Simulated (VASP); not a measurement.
A run of VASP 6.6.1 is set up as follows.

File INCAR:

```
PREC = Accurate
ENCUT = 520
EDIFF = 1E-6
ISMEAR = 0
SIGMA = 0.02
LREAL = False
LASPH = True
NELM = 60
ALGO = Normal
ISIF = 2
LWAVE = False
LCHARG = False
GGA = PE
```

Contents of KPOINTS:

```
regular mesh
0
Gamma
  3 3 3
```

File POSCAR:

```
CdS
1.0
    0.0000000000      2.9165000000      2.9165000000
    2.9165000000      0.0000000000      2.9165000000
    2.9165000000      2.9165000000      0.0000000000
Cd S
1 1
Direct
    0.0000000000      0.0000000000      0.0000000000
    0.7500000000      0.7500000000      0.7500000000
```

Potentials or basis: VASP PAW PBE potentials, release 64 (Cd, S).

Run with:

```bash
$ cat potpaw_PBE.64/Cd/POTCAR potpaw_PBE.64/S/POTCAR > POTCAR
$ mpirun -np 1 vasp_std > vasp.out
```

(1) Predict the pressure.

(2) What does it give for the band gap on the k mesh?

Answers

(1) 3.9 GPa.

(2) 1.11 eV, direct.

Caveat: the k mesh is coarse (spacing up to 0.62 Å⁻¹), so the values aren't converged.
